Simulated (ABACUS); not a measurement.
Crystal: Cu.

```xyz
1
Lattice="0.0000 1.8075 1.8075 1.8075 0.0000 1.8075 1.8075 1.8075 0.0000" Properties=species:S:1:pos:R:3 pbc="T T T"
Cu    0.0000    0.0000    0.0000
```

Program: ABACUS 3.10.1. Alike in all runs: task single point; no spin polarisation; cell as given; smearing fermi-dirac 0.05 eV.

Question: Order these runs on this cell by their pressure, lowest first.
A. level TPSS; potentials or basis SG15 ONCV 1.2 PBE, plane waves; k mesh 8 × 8 × 8; cutoff (eV) 1442; radial cutoff of the potentials (pseudo_rcut) 10 bohr; mesh quality coarse
B. level rPW86PBE; potentials or basis SPMS ONCV 1.0 PBE, plane waves; k mesh 10 × 10 × 10; cutoff (eV) 1252; radial cutoff of the potentials (pseudo_rcut) 7 bohr; mesh quality not flagged
C. level PBE; potentials or basis GBRV ultrasoft 1.5 PBE, plane waves; k mesh 10 × 10 × 10; cutoff (eV) 544; radial cutoff of the potentials (pseudo_rcut) 10 bohr; mesh quality not flagged

Answer: A (-4.4 GPa), C (2.3 GPa), B (7.5 GPa).

Caveats: some runs use coarse meshes; the potentials were made for another functional, which shifts forces and pressure (some runs).
